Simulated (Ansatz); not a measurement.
# Ti: the cost of one run

Computed with Ansatz 0.2.0 (DFT PBE, scalar-relativistic, plane waves, PAW, unless a step's input says otherwise).

2 further runs of the same task are left out: 2 set aside as unsound or not needed.

## 1. The system as given

It takes space group Fm-3m (No. 225, cubic). Conventional cell: a = 4.041 Å, b = 4.041 Å, c = 4.041 Å, α = 90.00°, β = 90.00°, γ = 90.00°. Al (site symmetry m-3m) has 12 Al at 2.86 Å as nearest neighbours.

As a file:

```cif
data_structure
_symmetry_space_group_name_H-M 'P 1'
_symmetry_Int_Tables_number 1
_cell_length_a 2.8572
_cell_length_b 2.8572
_cell_length_c 2.8572
_cell_angle_alpha 60.000
_cell_angle_beta 60.000
_cell_angle_gamma 60.000
_cell_volume 16.49
loop_
_atom_site_label
_atom_site_type_symbol
_atom_site_fract_x
_atom_site_fract_y
_atom_site_fract_z
_atom_site_occupancy
Al1 Al 0.00000 0.00000 0.00000 1
```

It is the result of an earlier relaxation at this level (volume 16.49 Å³/atom; gap on the mesh: none (metal)).

## 2. The film's bulk: Ti

Relaxed beforehand at this level: -2499.6085 eV/atom, gap on the mesh none (metal).

```cif
data_structure
_symmetry_space_group_name_H-M 'Fm-3m'
_symmetry_Int_Tables_number 225
_cell_length_a 4.1120
_cell_length_b 4.1120
_cell_length_c 4.1120
_cell_angle_alpha 90.000
_cell_angle_beta 90.000
_cell_angle_gamma 90.000
_cell_volume 69.53
loop_
_atom_site_label
_atom_site_type_symbol
_atom_site_symmetry_multiplicity
_atom_site_Wyckoff_symbol
_atom_site_fract_x
_atom_site_fract_y
_atom_site_fract_z
_atom_site_occupancy
Ti1 Ti 4 a 0.00000 0.00000 0.00000 1
```

The bulk reference of Al, the base, comes from a run made before at the same settings: -537.5085 eV/atom.

## 3. The film's bulk on the base's lattice

The (111) plane of Ti is fitted to the (111) plane of Al, a strain of -1.7 % along x and -1.7 % along y; the third vector and the atoms relax.

The input, input.yaml:

```yaml
crystal:
  lattice:
    - [2.857151384, 0.0, 0.0]
    - [-1.428575692, 2.474365681, 0.0]
    - [1.428575692, 0.8247885603, 2.4245237873]
  atoms:
    - { symbol: Ti, position: [0.0, 0.0, 0.0] }
basis:
  ecutwfc: 420
kpoints:
  mp_grid: { grid: [12, 12, 14] }
hamiltonian:
  xc: pbe
scf:
  occupations: { method: gaussian, width: 0.1 }
output:
  forces: true
  stress: true
  eigenvalues: true
relax:
  adjacent_minimum: "off"
  f_tol: 0.01
  max_steps: 50
  cell: { fix: [a, b, gamma], stress_tol: 0.1 }
```

Command:

```console
$ ansatz run input.yaml --threads 1 --pin off --max-ram 2560MiB --backend cpu --events-out ev --progress --plain --runs-dir out
```

**Question.** How long does this run take on 1 thread of Intel Xeon Platinum 8488C (Sapphire Rapids), shared host, and how much memory does it need?

About 18 s, with a peak of 0.48 GiB.
